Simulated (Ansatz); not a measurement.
**Effect of pressure 30 GPa on BaSnO3**

Take BaSnO$_{3}$ in the cubic perovskite structure (space group Pm-3m, No. 221; a = 4.1760 Å) as the base.

One thing is altered: a hydrostatic pressure of 30 GPa.

Method: plane-wave PAW DFT at the PBE level (Ansatz, a quantum-chemistry and plane-wave program, 420 eV), scalar-relativistic without spin-orbit coupling. Γ-centred 8×8×8 mesh, Fermi–Dirac width 0.05 eV.

```json
[
 {"quantity": "volume per atom", "base": "14.56 Å³", "changed": "12.49 Å³", "shift": "-2.07 Å³"},
 {"quantity": "density", "base": "6.93 g/cm³", "changed": "8.08 g/cm³", "shift": "+1.15 g/cm³"},
 {"quantity": "lattice parameter a", "base": "7.891 bohr", "changed": "7.498 bohr", "shift": "-0.3936 bohr"},
 {"quantity": "band gap", "base": "0.48 eV", "changed": "2.50 eV", "shift": "+2.02 eV"},
 {"quantity": "gap character", "base": "indirect, R → Γ", "changed": "indirect, R → Γ", "shift": "–"},
 {"quantity": "smallest direct gap", "base": "0.97 eV", "changed": "2.91 eV", "shift": "+1.94 eV"},
 {"quantity": "width of the top valence band", "base": "0.97 eV", "changed": "1.01 eV", "shift": "+0.04 eV"},
 {"quantity": "electron mass", "base": "0.13 mₑ (at Γ)", "changed": "0.24 mₑ (at Γ)", "shift": "–"}
]
```

Load acts through the strain it causes; cell and atoms are relaxed under it. Effective masses come from finite differences of ±0.01 Å⁻¹. No phonon test of stability was made. Competing high-pressure phases were not computed.
